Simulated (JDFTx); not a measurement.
# PbSe (Clausthalite) (Fm-3m) in JDFTx: settings compared

The runs below take PbSe (Clausthalite) through band structure, with r2SCAN, PBEsol, LDA.

All numbers are computed with JDFTx 1.7.0 (patched build); they aren't measurements. Logs are shortened: lines on timing, memory, paths and dates and some standing lists are left out, and cuts for length are marked. The log counts tension as positive stress, the text compression.

**What was measured.**

A printed reference work, monograph reports, for a bulk crystal of PbSe: band gap 0.28 eV (direct) at 300 K; band gap 0.15 eV (direct) at 4.2 K.

The runs below are set against these values where they give the same quantity.

**1. The crystal as given**

It takes space group Fm-3m (No. 225, cubic). Conventional cell: a = 6.121 Å, b = 6.121 Å, c = 6.121 Å, α = 90.00°, β = 90.00°, γ = 90.00°. Pb (site symmetry m-3m) has 6 Se at 3.06 Å as nearest neighbours. Se (site symmetry m-3m) is surrounded by 6 Pb at 3.06 Å.

**2. Band structure, r2SCAN**

File bands.in:

```
lattice \
    0.0000000000     3.0606500000     3.0606500000 \
    3.0606500000     0.0000000000     3.0606500000 \
    3.0606500000     3.0606500000     0.0000000000
latt-scale 1.889726124626 1.889726124626 1.889726124626
coords-type Lattice
ion Pb     0.0000000000     0.0000000000     0.0000000000 1
ion Se     0.5000000000     0.5000000000     0.5000000000 1

ion-species pseudo/Pb.upf
ion-species pseudo/Se.upf
elec-cutoff 40 320
elec-ex-corr mgga-x-r2scan mgga-c-r2scan
elec-smearing Fermi 0.0018374661
elec-n-bands 16
electronic-minimize nIterations 30 energyDiffThreshold 1e-06
davidson-band-ratio 1.3
forces-output-coords Cartesian
include path.kpoints
symmetries none
fix-electron-density run.$VAR

dump-name bands.$VAR
dump End Ecomponents EigStats BandEigs Kpoints Forces
```

File path.kpoints:

```
kpoint +0.0000000000 +0.0000000000 +0.0000000000 0.020000000000
kpoint +0.0714285714 +0.0000000000 +0.0714285714 0.020000000000
kpoint +0.1428571429 +0.0000000000 +0.1428571429 0.020000000000
kpoint +0.2142857143 +0.0000000000 +0.2142857143 0.020000000000
kpoint +0.2857142857 +0.0000000000 +0.2857142857 0.020000000000
kpoint +0.3571428571 +0.0000000000 +0.3571428571 0.020000000000
kpoint +0.4285714286 +0.0000000000 +0.4285714286 0.020000000000
kpoint +0.5000000000 +0.0000000000 +0.5000000000 0.020000000000
kpoint +0.5000000000 +0.0833333333 +0.5833333333 0.020000000000
kpoint +0.5000000000 +0.1666666667 +0.6666666667 0.020000000000
kpoint +0.5000000000 +0.2500000000 +0.7500000000 0.020000000000
kpoint +0.4375000000 +0.3125000000 +0.7500000000 0.020000000000
kpoint +0.3750000000 +0.3750000000 +0.7500000000 0.020000000000
kpoint +0.3281250000 +0.3281250000 +0.6562500000 0.020000000000
kpoint +0.2812500000 +0.2812500000 +0.5625000000 0.020000000000
kpoint +0.2343750000 +0.2343750000 +0.4687500000 0.020000000000
kpoint +0.1875000000 +0.1875000000 +0.3750000000 0.020000000000
kpoint +0.1406250000 +0.1406250000 +0.2812500000 0.020000000000
kpoint +0.0937500000 +0.0937500000 +0.1875000000 0.020000000000
kpoint +0.0468750000 +0.0468750000 +0.0937500000 0.020000000000
kpoint +0.0000000000 +0.0000000000 +0.0000000000 0.020000000000
kpoint +0.0833333333 +0.0833333333 +0.0833333333 0.020000000000
kpoint +0.1666666667 +0.1666666667 +0.1666666667 0.020000000000
kpoint +0.2500000000 +0.2500000000 +0.2500000000 0.020000000000
kpoint +0.3333333333 +0.3333333333 +0.3333333333 0.020000000000
kpoint +0.4166666667 +0.4166666667 +0.4166666667 0.020000000000
kpoint +0.5000000000 +0.5000000000 +0.5000000000 0.020000000000
kpoint +0.5250000000 +0.4500000000 +0.5250000000 0.020000000000
kpoint +0.5500000000 +0.4000000000 +0.5500000000 0.020000000000
kpoint +0.5750000000 +0.3500000000 +0.5750000000 0.020000000000
kpoint +0.6000000000 +0.3000000000 +0.6000000000 0.020000000000
kpoint +0.6250000000 +0.2500000000 +0.6250000000 0.020000000000
kpoint +0.5625000000 +0.2500000000 +0.6875000000 0.020000000000
kpoint +0.5000000000 +0.2500000000 +0.7500000000 0.020000000000
kpoint +0.5000000000 +0.2916666667 +0.7083333333 0.020000000000
kpoint +0.5000000000 +0.3333333333 +0.6666666667 0.020000000000
kpoint +0.5000000000 +0.3750000000 +0.6250000000 0.020000000000
kpoint +0.5000000000 +0.4166666667 +0.5833333333 0.020000000000
kpoint +0.5000000000 +0.4583333333 +0.5416666667 0.020000000000
kpoint +0.5000000000 +0.5000000000 +0.5000000000 0.020000000000
kpoint +0.4791666667 +0.4791666667 +0.5416666667 0.020000000000
kpoint +0.4583333333 +0.4583333333 +0.5833333333 0.020000000000
kpoint +0.4375000000 +0.4375000000 +0.6250000000 0.020000000000
kpoint +0.4166666667 +0.4166666667 +0.6666666667 0.020000000000
kpoint +0.3958333333 +0.3958333333 +0.7083333333 0.020000000000
kpoint +0.3750000000 +0.3750000000 +0.7500000000 0.020000000000
kpoint +0.6250000000 +0.2500000000 +0.6250000000 0.020000000000
kpoint +0.5833333333 +0.1666666667 +0.5833333333 0.020000000000
kpoint +0.5416666667 +0.0833333333 +0.5416666667 0.020000000000
kpoint +0.5000000000 +0.0000000000 +0.5000000000 0.020000000000
```

Potentials or basis: SG15-PBE-1.2 with smoothed tails.

The run is started by

```sh
> jdftx -c 1 -i bands.in -o bands.out
```

The log of the run:

```text
*************** JDFTx 1.7.0 (patched build) ***************

Input parsed successfully to the following command list (including defaults):
[... the input with its defaults ...]

---------- Initializing the Grid ----------
R =
[            0      5.78379      5.78379  ]
[      5.78379            0      5.78379  ]
[      5.78379      5.78379            0  ]
unit cell volume = 386.961
G =
[  -0.543172   0.543172   0.543172  ]
[   0.543172  -0.543172   0.543172  ]
[   0.543172   0.543172  -0.543172  ]
Minimum fftbox size, Smin = [  68  68  68  ]
Chosen fftbox size, S = [  70  70  70  ]

---------- Initializing tighter grid for wavefunction operations ----------
R =
[            0      5.78379      5.78379  ]
[      5.78379            0      5.78379  ]
[      5.78379      5.78379            0  ]
unit cell volume = 386.961
G =
[  -0.543172   0.543172   0.543172  ]
[   0.543172  -0.543172   0.543172  ]
[   0.543172   0.543172  -0.543172  ]
Minimum fftbox size, Smin = [  48  48  48  ]
Chosen fftbox size, S = [  48  48  48  ]

---------- Exchange Correlation functional ----------
Initialized LibXC exchange functional 'Re-regularized SCAN exchange by Furness et al'
Initialized LibXC correlation functional 'Re-regularized SCAN correlation by Furness et al'

---------- Setting up pseudopotentials ----------
Width of ionic core gaussian charges (only for fluid interactions / plotting) set to 0

Reading pseudopotential file 'pseudo/Pb.upf':
  'Pb' pseudopotential, 'PBE' functional
  Generated using ONCVPSP code by D. R. Hamann
  14 valence electrons, 0 orbitals, 8 projectors, 602 radial grid points, with lMax = 3
  Core radius for overlap checks: 3.09 bohrs.

Reading pseudopotential file 'pseudo/Se.upf':
  'Se' pseudopotential, 'PBE' functional
  Generated using ONCVPSP code by D. R. Hamann
  6 valence electrons, 0 orbitals, 6 projectors, 602 radial grid points, with lMax = 2
  Core radius for overlap checks: 2.56 bohrs.

Initialized 2 species with 2 total atoms.

Folded 50 k-points by 1x1x1 to 50 k-points.

---------- Setting up k-points, bands, fillings ----------
No reducable k-points.
Computing the number of bands and number of electrons
Calculating initial fillings.
nElectrons:  20.000000   nBands: 16   nStates: 50

----- Setting up reduced wavefunction bases (one per k-point) -----
average nbasis = 4676.540 , ideal nbasis = 4675.753

---------- Setting up ewald sum ----------
Optimum gaussian width for ewald sums = 2.626897 bohr.
Real space sum over 1331 unit cells with max indices [  5  5  5  ]
Reciprocal space sum over 2197 terms with max indices [  6  6  6  ]

---------- Allocating electronic variables ----------
Reading n from file 'run.n' ... done
Reading tau from file 'run.tau' ... done
Initializing wave functions:  (No orbitals for LCAO)  bandwidth-limited random numbers

----------- Band structure minimization -------------
Minimization will be done independently for each quantum number.

---- Minimization of quantum number:     0  [ +0.0000000 +0.0000000 +0.0000000 ]  0.040000000 ----
BandDavidson: Iter:   0  Eband: +0.332953567476255
BandDavidson: Iter:   1  Eband: +0.221912707287023  dEband: -1.110409e-01
BandDavidson: Iter:   2  Eband: +0.127067402600179  dEband: -9.484530e-02
BandDavidson: Iter:   3  Eband: +0.097972484070695  dEband: -2.909492e-02
[... 695 lines of inner loops ...]
BandDavidson: Iter:  13  Eband: +0.099487056538473  dEband: -1.545685e-06
BandDavidson: Iter:  14  Eband: +0.099486298512676  dEband: -7.580258e-07
BandDavidson: Converged (dEband<1.000000e-06)
	FillingsUpdate:  mu: +0.324880259  nElectrons: 20.000000
WARNING: these k-points are no uniform mesh, so that mu and the fillings of partly filled bands are only those of these points: take mu from the calculation that made the density or potential.

Dumping 'bands.eigStats' ...
	eMin: -0.315727 at state 7 ( [ +0.500000 +0.000000 +0.500000 ] spin 0 )
	HOMO: +0.315931 at state 39 ( [ +0.500000 +0.500000 +0.500000 ] spin 0 )
	mu  : +0.324880
	LUMO: +0.333820 at state 39 ( [ +0.500000 +0.500000 +0.500000 ] spin 0 )
	eMax: +0.785141 at state 34 ( [ +0.500000 +0.291667 -0.291667 ] spin 0 )
	HOMO-LUMO gap: +0.017889
	Optical gap  : +0.017889 at state 39 ( [ +0.500000 +0.500000 +0.500000 ] spin 0 )
Done!
[note: mu, HOMO and LUMO in a band run belong to the points of the path alone and aren't those of the crystal]
```

Run time: 2.3 min. Hardware: 1 thread of Intel Xeon Platinum 8375C at 2.90GHz (Ice Lake), shared host; peak memory 0.15 GiB.

These settings aren't checked as converged: the numbers below hold their error.

Results:

| Quantity | Value |
| --- | --- |
| Band gap along the path | 0.49 eV, direct |

Caveat: the k mesh is coarse (spacing up to 0.89 Å⁻¹), so the values aren't converged; the potentials were made for another functional, which shifts forces and pressure; spin-orbit coupling is left out, which moves the levels of the heavy elements.

**3. Band structure, PBEsol**

File bands.in:

```
include PbSe.lattice
coords-type Lattice
include PbSe.ionpos

ion-species pseudo/Pb.upf
ion-species pseudo/Se.upf
elec-cutoff 43 344
elec-ex-corr gga-PBEsol
elec-smearing Fermi 0.0018374661
elec-n-bands 22
electronic-minimize nIterations 30 energyDiffThreshold 1e-06
davidson-band-ratio 1.3
forces-output-coords Cartesian
include path.kpoints
symmetries none
fix-electron-density run.$VAR

dump-name bands.$VAR
dump End Ecomponents EigStats BandEigs Kpoints Forces
```

File PbSe.lattice:

```
lattice \
    0.0000000000     5.7837902633     5.7837902633 \
    5.7837902633     0.0000000000     5.7837902633 \
    5.7837902633     5.7837902633     0.0000000000
```

File PbSe.ionpos:

```
ion Pb     0.0000000000     0.0000000000     0.0000000000 1
ion Se     0.5000000000     0.5000000000     0.5000000000 1
```

path.kpoints is that of step 2.

Potentials or basis: PseudoDojo-SR-PBEsol-0.4.1-standard with smoothed tails.

The run is started by

```sh
> jdftx -c 1 -i bands.in -o bands.out
```

It took 48 s on 1 thread of Intel Xeon 6975P-C (Granite Rapids), shared host; peak memory 0.18 GiB.

The run converged. Its results:

```yaml
Band_gap_along_the_path: 0.21 eV, direct
```

Levels at the corners of the path, in eV from the valence-band top:
| point | band 13 | band 14 | band 15 | band 16 | band 17 | band 18 |
| --- | --- | --- | --- | --- | --- | --- |
| Γ | -1.86 | -1.86 | -1.86 | 4.68 | 4.68 | 4.68 |
| X | -5.01 | -3.24 | -3.24 | 3.60 | 5.59 | 5.59 |
| W | -4.25 | -4.25 | -0.78 | 1.84 | 4.91 | 4.91 |
| K | -4.60 | -2.73 | -2.41 | 3.35 | 3.99 | 5.41 |
| Γ | -1.86 | -1.86 | -1.86 | 4.68 | 4.68 | 4.68 |
| L | -1.45 | -1.45 | 0.00 | 0.21 | 1.66 | 1.66 |
| U | -4.60 | -2.73 | -2.41 | 3.35 | 3.99 | 5.41 |
| W | -4.25 | -4.25 | -0.78 | 1.84 | 4.91 | 4.91 |
| L | -1.45 | -1.45 | 0.00 | 0.21 | 1.66 | 1.66 |
| K | -4.60 | -2.73 | -2.41 | 3.35 | 3.99 | 5.41 |
| U | -4.60 | -2.73 | -2.41 | 3.35 | 3.99 | 5.41 |
| X | -5.01 | -3.24 | -3.24 | 3.60 | 5.59 | 5.59 |

Caveat: spin-orbit coupling is left out, which moves the levels of the heavy elements.

**4. Band structure, LDA**

Edit bands.in of step 3 so:

```diff
@@ -7,3 +7,3 @@
 elec-cutoff 43 344
-elec-ex-corr gga-PBEsol
+elec-ex-corr lda-PW
 elec-smearing Fermi 0.0018374661
```

PbSe.lattice is that of step 3.

PbSe.ionpos is that of step 3.

path.kpoints is that of step 3.

Potentials or basis: PseudoDojo-SR-LDA-0.4.1-standard with smoothed tails.

The run is started by

```sh
> jdftx -c 1 -i bands.in -o bands.out
```

Run time: 80 s. Hardware: 1 thread of Arm Neoverse V1, shared host; peak memory 0.16 GiB.

The run converged. Its results:

| Quantity | Value |
| --- | --- |
| Band gap along the path | 0.19 eV, direct |

Levels at the corners of the path, in eV from the valence-band top:
```
point  band 12  band 13  band 14  band 15  band 16  band 17  band 18  band 19
    Γ    -6.43    -1.82    -1.82    -1.82     4.62     4.62     4.62     6.54
    X    -7.49    -4.98    -3.20    -3.20     3.67     5.53     5.53     5.97
    W    -8.10    -4.21    -4.21    -0.75     1.80     4.92     4.92     7.69
    K    -8.12    -4.57    -2.69    -2.39     3.34     3.96     5.39     5.79
    Γ    -6.43    -1.82    -1.82    -1.82     4.62     4.62     4.62     6.54
    L    -8.87    -1.41    -1.41     0.00     0.19     1.64     1.64     8.46
    U    -8.12    -4.57    -2.69    -2.39     3.34     3.96     5.39     5.79
    W    -8.10    -4.21    -4.21    -0.75     1.80     4.92     4.92     7.69
    L    -8.87    -1.41    -1.41     0.00     0.19     1.64     1.64     8.46
    K    -8.12    -4.57    -2.69    -2.39     3.34     3.96     5.39     5.79
    U    -8.12    -4.57    -2.69    -2.39     3.34     3.96     5.39     5.79
    X    -7.49    -4.98    -3.20    -3.20     3.67     5.53     5.53     5.97
```

Caveat: spin-orbit coupling is left out, which moves the levels of the heavy elements.

**5. The reference run**

An earlier run on the cell as given: functional PBEsol; potentials or basis PseudoDojo-SR-PBEsol-0.4.1-standard with smoothed tails; cutoff 1170 eV; density cutoff 9361 eV; k mesh 8 × 8 × 8; occupations fermi-dirac, width 0.05 eV; no spin polarisation.

* Pressure: -0.5 GPa
* Band gap on the k mesh: 0.21 eV, direct
* Loewdin charges: Pb +0.36; Se -0.32 e

**6. Comparison with measurements**

Step 3. Against the measured gap of PbSe, 0.28 eV (direct; 300 K; a printed reference work, monograph), the calculated 0.21 eV is off by -0.07 eV. 2 values of this kind are on record (0.15 to 0.28 eV); this one was drawn at random. Spin-orbit coupling on Pb, Se is left out. The value is that of PBEsol, without temperature or zero-point motion. Semilocal functionals fall short of measured gaps as a rule.

Step 4. A measured gap of PbSe is 0.15 eV (direct; 4.2 K; a printed reference work, monograph); the calculated 0.19 eV misses it by +0.04 eV. 2 values of this kind are on record (0.15 to 0.28 eV); this one was drawn at random. Spin-orbit coupling on Pb, Se is left out. The value is that of LDA, without temperature or zero-point motion.
